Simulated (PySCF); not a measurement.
**Spectroscopy problems**

- σ from GIAO-PBE0/pcSseg-1
- J: B3LYP/pcJ-1 (spin–dipole term left out of most H,H and C,H couplings)
- GFN2-xTB structure
- program: PySCF 2.14.0 with density-fitted response routines
- in vacuum, one averaged value for each set of equivalent atoms, one conformer, non-relativistic

References, each an isolated molecule treated in the same way: 1H (31.72 ppm) and 13C (186.93 ppm) against TMS. Multiplet labels drop J under 1 Hz and among equivalent protons, and merge close values. Unscaled 3J(H,H) run several per cent high. Splittings of carbon signals by F and P are missing where no couplings were computed. Where no couplings were computed, multiplicities follow the n + 1 count of equivalent neighbours, and m marks all less simple cases (inequivalent or close neighbours, rings, F or P nearby). Shifts are as computed. Against solution values, carbons near 30 ppm lie about +3 ppm off and those near 130 ppm about +5 ppm. Of 1211 compounds with measured shifts, 218 miss one by over three times the rms of a fit or turn the order of signals round; such compounds aren't used in these exercises. OH and NH positions are gas-phase values without hydrogen bonding to other molecules.

Q: C₄H₈. 1H NMR (400 MHz, computed): δ 5.04 (sept, J = 1.6 Hz, 2H), 1.81 (t, J = 1.6 Hz, 6H). 13C{1H} NMR (computed): δ 150.6 (C), 117.1 (CH2), 27.1 (CH3). What is it?

A: isobutene (SMILES C=C(C)C). Rings plus π bonds: 1 (no ring in the answer). 3 carbon signals for 4 carbons: some carbons are equivalent by symmetry or fast rotation. Carbon types of the structure: 1 × C, 1 × CH2, 2 × CH3, which accounts for all hydrogens. δC 150.6: fully substituted alkene carbon; the olefinic region. δC 117.1: terminal =CH2 carbon; an sp2 carbon of a C=C bond. δH 5.04: hydrogen on a terminal =CH2 carbon; attached to an sp2 carbon and in the plane of the double bond. δH 1.81: hydrogen on an allylic methyl carbon; allylic position.

Q: C₇H₉O₃P. 1H NMR (400 MHz, computed): δ 8.12 (m, 1H), 7.73 (m, 1H), 7.57 (m, 1H), 7.54 (m, 1H), 3.42 (br s, 2H), 2.87 (s, 3H). 13C{1H} NMR (computed): δ 146.8, 138.5, 136.9, 134.8, 134.4, 130.0, 24.5. What is it?

A: SMILES c1cc(C)c(P(=O)(O)O)cc1. 7 carbon signals for 7 carbons: no two carbons are equivalent. Carbon types of the structure: 2 × C, 4 × CH, 1 × CH3, leaving 2 H on heteroatoms. δC 146.8, 134.4: substituted aromatic carbon. δC 138.5, 136.9, 134.8, 130.0: aromatic CH; the aromatic region. δH 8.12, 7.73, 7.57, 7.54: hydrogen on an aromatic CH; ring-current deshielding. δH 3.42: hydrogen on an oxygen bonded to P; exchangeable, gas-phase position.

This is the structure that produced the data.

Q: C₄H₈. 1H NMR (600 MHz, computed): δ 6.15 (ddt, J = 17.4, 11.2, 7.8 Hz, 1H), 5.38 (dt, J = 17.4, 1.6 Hz, 1H), 5.20 (dt, J = 11.2, 1.2 Hz, 1H), 2.13 (quint of t, J = 7.9, 1.4 Hz, 2H), 1.06 (t, J = 7.9 Hz, 3H). 13C{1H} NMR (computed): δ 150.2 (CH), 120.2 (CH2), 34.1 (CH2), 17.4 (CH3). Give a structure.

A: 1-butene (C=CCC). The formula gives 1 degree of unsaturation (no ring in the answer). 4 carbon signals for 4 carbons: no two carbons are equivalent. Carbon types of the structure: 1 × CH, 2 × CH2, 1 × CH3, which accounts for all hydrogens. δC 150.2: alkene CH; as expected for a trigonal carbon in a double bond. δC 120.2: terminal =CH2 carbon; an sp2 carbon of a C=C bond. δC 34.1: allylic sp3 CH2; saturated and bonded to C and H only. δH 2.13: hydrogen on an allylic sp3 CH2; allylic position. The protons at 5.38 and 6.15 share a coupling of 17.4 Hz (vicinal, trans across C=C). The protons at 5.20 and 6.15 share a coupling of 11.2 Hz (vicinal, cis across C=C). The protons at 2.13 and 1.06 share a coupling of 7.9 Hz (vicinal). The protons at 6.15 and 2.13 share a coupling of 7.8 Hz (vicinal).
